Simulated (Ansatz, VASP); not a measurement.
One calculation of Ru, two programs

INCAR

```
SYSTEM = Ru
PREC = Accurate
ENCUT = 520
EDIFF = 1E-6
ISMEAR = -1
SIGMA = 0.05
LREAL = .FALSE.
LASPH = .TRUE.
NELM = 100
ALGO = Normal
ISIF = 2
LWAVE = .FALSE.
LCHARG = .TRUE.
GGA = PE
LELF = .TRUE.
LVHAR = .TRUE.
NBANDS = 21
```

The input KPOINTS:

```
Automatic mesh
0
G
  8 8 4
  0 0 0
```

POSCAR

```
Ru
1.0
    2.7058000000      0.0000000000      0.0000000000
   -1.3529000000      2.3432915376      0.0000000000
    0.0000000000      0.0000000000      4.2819000000
Ru
2
Direct
    0.6666666667      0.3333333333      0.7500000000
    0.3333333333      0.6666666667      0.2500000000
```

The input input.yaml:

```yaml
crystal:
  lattice:
    - [2.7058, 0.0, 0.0]
    - [-1.3529, 2.3432915376, 0.0]
    - [0.0, 0.0, 4.2819]
  atoms:
    - { symbol: Ru, position: [0.6666666667, 0.3333333333, 0.75] }
    - { symbol: Ru, position: [0.3333333333, 0.6666666667, 0.25] }
kpoints:
  mp_grid: { grid: [8, 8, 4] }
  band_path:
    path:
      - [0.0, 0.0, 0.0]
      - [0.5, 0.0, 0.0]
      - [0.3333333333, 0.3333333333, 0.0]
      - [0.0, 0.0, 0.0]
      - [0.0, 0.0, 0.5]
      - [0.5, 0.0, 0.5]
      - [0.3333333333, 0.3333333333, 0.5]
      - [0.0, 0.0, 0.5]
    npoints: 6
scf:
  occupations: { method: fermi_dirac, width: 0.05 }
hamiltonian:
  xc: pbe
  pseudopotentials: { kind: all_electron, lapw: { basis_error: 0.001 } }
output:
  forces: true
  stress: true
  eigenvalues: true
```

Alike in both runs: functional PBE; k mesh 8 × 8 × 4; occupations fermi-dirac, width 0.05 eV; no spin polarisation.

```csv
,VASP,Ansatz
version,VASP 6.6.1,Ansatz 0.2.0
potentials or method,"VASP PAW PBE potentials, release 64 (Ru_pv)","all-electron LAPW, scalar-relativistic"
plane-wave cutoff (eV),520,see its input
task,single point,band structure
```

Ansatz gave:

| Quantity | Value |
| --- | --- |
| gap on the k mesh at the Fermi level (eV) | none |
| pressure (GPa) | 4.3 |
| largest component of the traceless stress (GPa) | 0.53 |

Problem. Which values does VASP return?

Solution. gap on the k mesh at the Fermi level (eV): none; pressure (GPa): 4.3; largest component of the traceless stress (GPa): 0.51.

A gap of «none» marks a metal or a gap that the smearing closes. Ansatz ran all-electron here, so the differences hold the error of VASP's frozen core and of both bases.

Caveats: the k mesh is coarse (spacing up to 0.37 Å⁻¹), so the values aren't converged; the k mesh is thin for a metal, which can move the energy by tens of meV per atom (Ansatz).
